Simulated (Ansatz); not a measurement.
**GaP: properties at the relaxed cell**

An exercise on one series of results from a longer session: the logs are not shown, and one member is left open.

Computed with Ansatz 0.2.0 (DFT r2SCAN, scalar-relativistic, plane waves, PAW, unless a step's input says otherwise).

### The system as given

It takes space group R-3m (No. 166, trigonal). Conventional cell: a = 3.842 Å, b = 3.842 Å, c = 19.118 Å, α = 90.00°, β = 90.00°, γ = 120.00°. Around Ga (site symmetry 3m) lie 3 P at 2.38 Å and 1 Ga at 2.46 Å. Around P (site symmetry 3m) lie 1 P at 2.21 Å and 3 Ga at 2.38 Å.

Coordinates:

```
Ga P
1.0
     1.92075    1.10895    6.37277
    -1.92075    1.10895    6.37277
     0.00000   -2.21789    6.37277
Ga P
2 2
Direct
  0.43577 0.43577 0.43577
  0.56423 0.56423 0.56423
  0.05767 0.05767 0.05767
  0.94233 0.94233 0.94233
```

It goes back to an entry of the Materials Project, which need not be the stable form.

It is the result of an earlier relaxation at this level (volume 20.36 Å³/atom; gap on the mesh: 1.11 eV).

The first run:

Contents of input.yaml:

```yaml
crystal:
  lattice:
    - [1.901347851, 1.0977436936, 6.3083912415]
    - [-1.901347851, 1.0977436936, 6.3083912415]
    - [0.0, -2.1954873872, 6.3083912415]
  atoms:
    - { symbol: Ga, position: [0.4357730671, 0.4357730671, 0.4357730671] }
    - { symbol: Ga, position: [0.5642269329, 0.5642269329, 0.5642269329] }
    - { symbol: P, position: [0.0576736952, 0.0576736952, 0.0576736952] }
    - { symbol: P, position: [0.9423263048, 0.9423263048, 0.9423263048] }
basis:
  ecutwfc: 500
kpoints:
  mp_grid: { grid: [9, 9, 9] }
hamiltonian:
  xc: r2scan
scf:
  occupations: { method: gaussian, width: 0.02 }
output:
  forces: true
  stress: true
  eigenvalues: true
relax:
  adjacent_minimum: "off"
  f_tol: 0.01
  max_steps: 30
  cell: { stress_tol: 0.1, fix: [volume] }
```

Steps of the session up to this table: The cell scaled to 0.97 of its volume; The cell scaled to 1.03 of its volume; Point at V/V0 = 0.94; Point at V/V0 = 1.06.

One of the session's tables, all rows but one given; the rest of the session is left out.

It belongs to the step «Energy against volume». 

```
volume (Å³/atom)  energy above the lowest point (meV/atom)  pressure (GPa)  gap on the mesh (eV)
          19.139                                      20.6            5.72                  1.02
          19.750                                       4.9            2.62                  1.07
          20.361                                       0.0            0.00                  1.11
          20.972                                         ?               ?                     ?
          21.583                                      16.5           -4.10                  1.17
```

**Question.** Estimate the row for volume (Å³/atom) = 20.972.

Worked estimate for «energy above the lowest point (meV/atom)». A straight line through the neighbours (20.361, 0.0) and (21.583, 16.5) gives 0.0 + (16.5 − 0.0) × (20.972 − 20.361) / (21.583 − 20.361) = 8.3; a parabola fitted to 3 rows on both sides gives 3.9.

The run gave: energy above the lowest point (meV/atom): 4.3; pressure (GPa): -2.22; gap on the mesh (eV): 1.14. In «energy above the lowest point (meV/atom)» the line misses by +4.0 and the parabola by -0.4.
